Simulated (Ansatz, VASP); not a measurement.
## One calculation of MgO, two programs

INCAR

```
SYSTEM = MgO
PREC = Accurate
ENCUT = 520
EDIFF = 1E-6
ISMEAR = 0
SIGMA = 0.05
LREAL = .False.
LASPH = .True.
NELM = 80
ALGO = Normal
ISIF = 2
LWAVE = .False.
LCHARG = .True.
GGA = PE
LELF = .True.
LVHAR = .True.
NBANDS = 11
```

The input KPOINTS:

```
regular mesh
0
Gamma
  10 10 10
  0 0 0
```

The input POSCAR:

```
MgO
1.0
    0.0000000000      2.1351500000      2.1351500000
    2.0070410000      0.0000000000      2.1351500000
    2.0070410000      2.1351500000      0.0000000000
Mg O
1 1
Direct
    0.0000000000      0.0000000000      0.0000000000
    0.5000000000      0.5000000000      0.5000000000
```

Input for Ansatz:

```yaml
crystal:
  lattice:
    - [0.0, 2.13515, 2.13515]
    - [2.007041, 0.0, 2.13515]
    - [2.007041, 2.13515, 0.0]
  atoms:
    - { symbol: Mg, position: [0.0, 0.0, 0.0] }
    - { symbol: O, position: [0.5, 0.5, 0.5] }
basis:
  ecutwfc: 420
kpoints:
  mp_grid: { grid: [10, 10, 10] }
hamiltonian:
  xc: pbe
scf:
  occupations: { method: gaussian, width: 0.05 }
output:
  forces: true
  stress: true
  eigenvalues: true
```

Change from the starting cell: strain -0.0600 x Voigt [1, 0, 0, 0, 0, 0], atoms carried along.

Alike in both runs: task single point; functional PBE; k mesh 10 × 10 × 10; occupations gaussian, width 0.05 eV; no spin polarisation.

|  | VASP | Ansatz |
| --- | --- | --- |
| version | VASP 6.6.1 | Ansatz 0.2.0 |
| potentials or method | VASP PAW PBE potentials, release 64 (Mg, O) | scalar-relativistic, plane waves, PAW |
| plane-wave cutoff (eV) | 520 | 420 |
| valence electrons in the cell | 8 | 16 |

Ansatz gave:

| Item | Value |
| --- | --- |
| gap on the k mesh at the Fermi level (eV) | 4.87 |
| least direct gap on the mesh (eV) | 4.87 |
| pressure (GPa) | 9.7 |
| largest component of the traceless stress (GPa) | 10.96 |

Problem. Estimate VASP's values.

Solution. gap on the k mesh at the Fermi level (eV): 4.86; least direct gap on the mesh (eV): 4.86; pressure (GPa): 9.0; largest component of the traceless stress (GPa): 11.06.

The two sets of potentials don't hold the same shells in valence.
